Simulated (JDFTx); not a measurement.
The system is NiO.

```
Ni O
1.0
     0.00000    2.08590    2.08590
     2.08590    0.00000    2.08590
     2.08590    2.08590    0.00000
Ni O
1 1
Direct
  0.00000 0.00000 0.00000
  0.50000 0.50000 0.50000
```

A run of JDFTx 1.7.0 (patched build) on this cell left the log below. Logs are shortened: lines on timing, memory, paths and dates and some standing lists are left out, and cuts for length are marked.

```text
*************** JDFTx 1.7.0 (patched build) ***************

[... 9 lines left out ...]
---------- Initializing the Grid ----------
R =
[            0      3.94178      3.94178  ]
[      3.94178            0      3.94178  ]
[      3.94178      3.94178            0  ]
unit cell volume = 122.492
G =
[  -0.796998   0.796998   0.796998  ]
[   0.796998  -0.796998   0.796998  ]
[   0.796998   0.796998  -0.796998  ]
Minimum fftbox size, Smin = [  52  52  52  ]
Chosen fftbox size, S = [  54  54  54  ]

---------- Initializing tighter grid for wavefunction operations ----------
R =
[            0      3.94178      3.94178  ]
[      3.94178            0      3.94178  ]
[      3.94178      3.94178            0  ]
unit cell volume = 122.492
G =
[  -0.796998   0.796998   0.796998  ]
[   0.796998  -0.796998   0.796998  ]
[   0.796998   0.796998  -0.796998  ]
Minimum fftbox size, Smin = [  36  36  36  ]
Chosen fftbox size, S = [  36  36  36  ]

---------- Exchange Correlation functional ----------
Initalized PBEsol GGA exchange.
Initalized PBEsol GGA correlation.

---------- Setting up pseudopotentials ----------
Width of ionic core gaussian charges (only for fluid interactions / plotting) set to 0

Reading pseudopotential file 'pseudo/Ni.upf':
  'Ni' pseudopotential, 'PBESOL' functional
  Generated using ONCVPSP code by D. R. Hamann
  18 valence electrons, 4 orbitals, 6 projectors, 1001 radial grid points, with lMax = 2
    3S    l: 0   occupation:  2.0   eigenvalue: -4.070998
    3P    l: 1   occupation:  6.0   eigenvalue: -2.618562
    3D    l: 2   occupation:  8.0   eigenvalue: -0.327098
[... 52 lines left out ...]
SCF: Cycle:  1   F: -180.021705121849095   dF: -3.409e-03   |Residual|: 3.370e-02   |deigs|: 2.084e-02
	FillingsUpdate:  mu: +0.534988933  nElectrons: 24.000000  magneticMoment: [ Abs: 1.52340  Tot: +1.51640 ]
SCF: Cycle:  2   F: -180.022295026933648   dF: -5.899e-04   |Residual|: 2.321e-02   |deigs|: 5.022e-03
	FillingsUpdate:  mu: +0.534055457  nElectrons: 24.000000  magneticMoment: [ Abs: 1.53725  Tot: +1.53059 ]
SCF: Cycle:  3   F: -180.022592123728600   dF: -2.971e-04   |Residual|: 5.787e-03   |deigs|: 1.927e-03
	FillingsUpdate:  mu: +0.534587008  nElectrons: 24.000000  magneticMoment: [ Abs: 1.55127  Tot: +1.54355 ]
SCF: Cycle:  4   F: -180.022598226833423   dF: -6.103e-06   |Residual|: 1.916e-03   |deigs|: 4.937e-04
	FillingsUpdate:  mu: +0.534588248  nElectrons: 24.000000  magneticMoment: [ Abs: 1.55351  Tot: +1.54577 ]
SCF: Cycle:  5   F: -180.022598598358286   dF: -3.715e-07   |Residual|: 8.976e-04   |deigs|: 1.290e-04
	FillingsUpdate:  mu: +0.534549173  nElectrons: 24.000000  magneticMoment: [ Abs: 1.55557  Tot: +1.54804 ]
SCF: Cycle:  6   F: -180.022598807200580   dF: -2.088e-07   |Residual|: 2.957e-04   |deigs|: 1.100e-04
	FillingsUpdate:  mu: +0.534552212  nElectrons: 24.000000  magneticMoment: [ Abs: 1.55677  Tot: +1.54912 ]
SCF: Cycle:  7   F: -180.022598852184245   dF: -4.498e-08   |Residual|: 7.799e-05   |deigs|: 1.147e-04
	FillingsUpdate:  mu: +0.534563481  nElectrons: 24.000000  magneticMoment: [ Abs: 1.55702  Tot: +1.54932 ]
SCF: Cycle:  8   F: -180.022598861440770   dF: -9.257e-09   |Residual|: 5.393e-05   |deigs|: 1.007e-04
	FillingsUpdate:  mu: +0.534564539  nElectrons: 24.000000  magneticMoment: [ Abs: 1.55721  Tot: +1.54950 ]
SCF: Cycle:  9   F: -180.022598863746992   dF: -2.306e-09   |Residual|: 4.141e-05   |deigs|: 1.808e-04
	FillingsUpdate:  mu: +0.534563082  nElectrons: 24.000000  magneticMoment: [ Abs: 1.55751  Tot: +1.54980 ]
SCF: Cycle: 10   F: -180.022598864831053   dF: -1.084e-09   |Residual|: 1.519e-05   |deigs|: 1.579e-04
	FillingsUpdate:  mu: +0.534562092  nElectrons: 24.000000  magneticMoment: [ Abs: 1.55747  Tot: +1.54975 ]
SCF: Cycle: 11   F: -180.022598865200280   dF: -3.692e-10   |Residual|: 9.021e-06   |deigs|: 9.548e-05
	FillingsUpdate:  mu: +0.534562134  nElectrons: 24.000000  magneticMoment: [ Abs: 1.55750  Tot: +1.54978 ]
SCF: Cycle: 12   F: -180.022598865281907   dF: -8.163e-11   |Residual|: 4.449e-06   |deigs|: 6.937e-05
SCF: Converged (|Delta E|<1.000000e-09 for 2 iters).

Setting wave functions to eigenvectors of Hamiltonian
Converging empty states (this may take a while): |deigs|: 1.390e-03

# Stress tensor in Cartesian coordinates [Eh/a0^3]:
[  0.000235235            0            0  ]
[            0  0.000235235            0  ]
[            0            0  0.000235235  ]

# Ionic positions in lattice coordinates:
ion Ni   0.000000000000000   0.000000000000000   0.000000000000000 1
ion O   0.500000000000000   0.500000000000000   0.500000000000000 1

# Forces in Cartesian coordinates:
force Ni  -0.000000000000000   0.000000000000000   0.000000000000000 1
force O  -0.000000000000000   0.000000000000000  -0.000000000000000 1

# Energy components:
   Eewald =     -119.6116537530457578
       EH =       54.0619715834088126
     Eloc =     -154.0705091056880462
      Enl =      -29.3667717817118756
      Exc =      -25.3449704726369731
 Exc_core =        4.0693418506221519
       KE =       90.2404500003313217
-------------------------------------
     Etot =     -180.0221416787203736
       TS =        0.0004571865615287
-------------------------------------
        F =     -180.0225988652819069

IonicMinimize: Iter:   0  F: -180.022598865281907  |grad|_K:  0.000e+00
IonicMinimize: Converged (|grad|_K<1.000000e-04).

#--- Lowdin population analysis ---
# oxidation-state Ni +1.035
# magnetic-moments Ni +1.254
# oxidation-state O -0.917
# magnetic-moments O +0.298

Dumping 'run.eigStats' ...
	eMin: -3.278181 at state 0 ( [ +0.000000 +0.000000 +0.000000 ] spin 1 )
	HOMO: +0.534344 at state 45 ( [ +0.090909 +0.272727 -0.181818 ] spin 1 )
	mu  : +0.534563
	LUMO: +0.534669 at state 13 ( [ +0.000000 +0.090909 -0.272727 ] spin 1 )
	eMax: +1.620968 at state 86 ( [ +0.000000 +0.363636 +0.363636 ] spin -1 )
	HOMO-LUMO gap: +0.000325
	Optical gap  : +0.014411 at state 91 ( [ +0.000000 +0.454545 -0.454545 ] spin -1 )
Done!
```

**Question.** What input gives this log?

**Answer.** Single point with PBEsol, collinear spin, ferromagnetic start. The files as run (others can give the same):

NiO.in
```
lattice \
    0.0000000000     2.0859016414     2.0859016414 \
    2.0859016414     0.0000000000     2.0859016414 \
    2.0859016414     2.0859016414     0.0000000000
latt-scale 1.889726124626 1.889726124626 1.889726124626
coords-type Lattice
ion Ni     0.0000000000     0.0000000000     0.0000000000 1
ion O      0.5000000000     0.5000000000     0.5000000000 1

ion-species pseudo/Ni.upf
ion-species pseudo/O.upf
elec-cutoff 49 392
elec-ex-corr gga-PBEsol
kpoint-folding 11 11 11
elec-smearing Fermi 0.0018374661
elec-n-bands 19
spintype z-spin
initial-magnetic-moments Ni 1
elec-initial-magnetization 1 no
electronic-SCF nIterations 100 energyDiffThreshold 1e-09
electronic-minimize nIterations 30 energyDiffThreshold 1e-7
converge-empty-states yes
forces-output-coords Cartesian

dump-name run.$VAR
dump End Ecomponents EigStats BandEigs Kpoints Forces Stress ElecDensity
```

Potentials or basis: PseudoDojo-SR-PBEsol-0.4.1-standard with smoothed tails.
Launch:
```console
$ jdftx -c 1 -i NiO.in -o NiO.out
```

Caveat: a cell with one magnetic atom can't hold antiferromagnetic order, which such compounds often take; semilocal functionals often make such compounds metallic where correlation or magnetic order opens a gap, which also shifts bond lengths.
